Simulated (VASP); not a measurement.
Runs of VASP 6.6.1 on Zn. The structure is cubic, space group Fm-3m (No. 225). Conventional cell: a = 3.933 Å, b = 3.933 Å, c = 3.933 Å, α = 90.00°, β = 90.00°, γ = 90.00°. Zn (site symmetry m-3m) is surrounded by 12 Zn at 2.78 Å. The cell was built by a generator and needn't be a form met in nature.

```csv
task,cell,k mesh,cutoff (eV),gap on the mesh (eV),pressure (GPa)
relaxation of cell and atoms,relaxed,14 × 14 × 14,600,none,0.0
single point,"Fm-3m, 17.43 Å³/atom",15 × 15 × 15,520,none,-1.2
single point,"Fm-3m, 16.76 Å³/atom",14 × 14 × 14,520,none,0.4
single point,"Fm-3m, 18.77 Å³/atom",15 × 15 × 15,520,none,(a)
single point,"Fm-3m, 16.76 Å³/atom",22 × 22 × 22,520,none,0.3
```

Alike in all rows: level BLYP; potentials or basis VASP PAW PBE potentials, release 64 (Zn); no spin polarisation; smearing fermi-dirac 0.1 eV.

Q: Fill in the values left out.

A: (a) -3.2.

Caveats: the PAW data sets were made with another functional, which shifts forces and pressure a little.

A gap of «none» marks a metal or a gap under the smearing width.
